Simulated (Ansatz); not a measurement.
Before relaxation, B over the place (0/4, 0/4) of the surface cell, counted from the highest slab atom, its height relaxed (P, Cmce (No. 64), (0 0 1) face):

```
P B
1.0
     3.31741    0.00000    0.00000
    -1.65871    5.14536    0.00000
     0.00000    0.00000   24.68403
P B
6 1
Cartesian
  1.6587 4.0619 8.5000
  0.0000 4.0619 9.9869
  1.6587 1.0834 10.5986
  0.0011 0.7108 12.1087
  1.6625 3.3848 11.9150
  0.0047 2.7150 13.2710
  0.0047 2.7150 15.1910
```

All numbers below come from DFT PBEsol, scalar-relativistic, plane waves, PAW in Ansatz 0.2.0. Cutoff 420 eV; k points 9×6×1 on the computed 7-atom cell (Γ-centred); Gaussian smearing, width 0.10 eV; no spin polarisation. A dipole correction removes the field between periodic images along c.

Atoms 1, 2, 3, 4, 5, 6 (counted from 1) are held. Atom 7 may move along c only. The cell is fixed. Force threshold 0.02 eV/Å.

| step | E − E_final (eV) | largest force (eV/Å) |
| --- | --- | --- |
| 1 | 0.012 | 0.454 |
| 2 | 0.006 | 0.312 |
| 3 | 0.000 | 0.020 |
| 4 | 0.000 | 0.000 |

Q: What is the final structure?

A:
```yaml
crystal:
  lattice:
    - [3.31741, 0.00000, 0.00000]
    - [-1.65871, 5.14536, 0.00000]
    - [0.00000, 0.00000, 24.68403]
  atoms:
    - { symbol: P, position: [0.89472, 0.78943, 0.34435] }
    - { symbol: P, position: [0.39472, 0.78943, 0.40459] }
    - { symbol: P, position: [0.60528, 0.21057, 0.42937] }
    - { symbol: P, position: [0.06941, 0.13815, 0.49055] }
    - { symbol: P, position: [0.83007, 0.65784, 0.48270] }
    - { symbol: P, position: [0.26524, 0.52766, 0.53764] }
    - { symbol: B, position: [0.26524, 0.52766, 0.61768] }
```

The end is the local minimum or symmetric point that this start leads to.

Cost: 1 run of about 2.1 core-minutes, on Intel Xeon Platinum 8259CL (Skylake/Cascade Lake) (shared hosts).